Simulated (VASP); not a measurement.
Energy against volume of BaSnO3 (cubic perovskite). These are SCAN meta-GGA, VASP's PBE PAW potentials (set 64) (plane waves; VASP 6.6.1) values and carry that method's errors. Run with 520 eV cut-off, 6×6×6 Γ-centred mesh, Gaussian smearing of 0.050 eV, potentials Ba_sv Sn_d O.

```tsv
V (Å³/atom)	E (eV/atom)
13.300	-21.21661
13.724	-21.24066
14.148	-21.24925
14.573	-21.24485
```

Q: Fit these four points and predict the energy of the run at 14.997 Å³/atom.

A: A cubic in V^(−2/3), the third-order Birch-Murnaghan form, passes through the four points with V0 = 14.21 Å³/atom and B0 = 160 GPa, and gives -21.2296 eV/atom there. The run gave -21.2301 eV/atom, -0.6 meV/atom from the fit; all five points give B0 = 157 GPa.

The compound is BaSnO3 in the cubic perovskite structure. It was relaxed first.
